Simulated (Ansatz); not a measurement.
Runs of Ansatz 0.2.0 on SnO2. It takes space group I4/m (No. 87, tetragonal). The conventional cell has a = 10.747 Å, b = 10.747 Å, c = 3.232 Å, α = 90.00°, β = 90.00°, γ = 90.00°. Sn (site symmetry m) is surrounded by 6 O at 2.06 to 2.14 Å. O (site symmetry m) is surrounded by 3 Sn at 2.11 to 2.14 Å. O (site symmetry m) is surrounded by 3 Sn at 2.06 to 2.11 Å. Measurements of this composition are mostly on another form, of space group No. 136.

```tsv
task	level	cell	k mesh	cutoff (eV)	smearing	points for each segment of the path	gap on the mesh (eV)	pressure (GPa)	relaxed volume (Å³/atom)	largest force (eV/Å)
single point	PBE	as given	9 × 9 × 9	420	gaussian 0.014 eV	-	1.78	-0.3	-	0.25
band structure	PBEsol	as given	9 × 9 × 9	420	fermi-dirac 0.05 eV	10	1.71	-4.6	-	0.54
single point	PBE	as given	9 × 9 × 9	420	gaussian 0.013 eV	-	1.78	-0.3	-	0.25
band structure	r2SCAN	as given	9 × 9 × 9	500	fermi-dirac 0.05 eV	10	2.33	-6.3	-	0.79
relaxation of cell and atoms	LDA	relaxed	9 × 9 × 9	420	fermi-dirac 0.05 eV	-	2.05	0.0	(c)	0.01
relaxation of cell and atoms	RPBE	relaxed	7 × 7 × 7	420	fermi-dirac 0.05 eV	-	(a)	0.0	(b)	-
```

Alike in all rows: potentials or basis Ansatz PAW; no spin polarisation.

Q: Estimate the missing entries.

A: (a) 1.65; (b) 16.07; (c) 14.82.

Caveats: spin-orbit coupling is left out, which moves the levels of the heavy elements; odd divisions of the mesh miss points on the zone boundary, where band edges often lie, so the gap on the mesh can be too wide (some runs); the PAW data sets come from PBE, with cores solved anew for the run's functional, which leaves a small shift of forces and pressure (some runs); the plane-wave basis is chosen anew once the cell has moved, so the energies of steps on either side of that aren't comparable (some runs).

A k mesh can miss the band edges, and the runs leave out spin-orbit coupling on Sn.
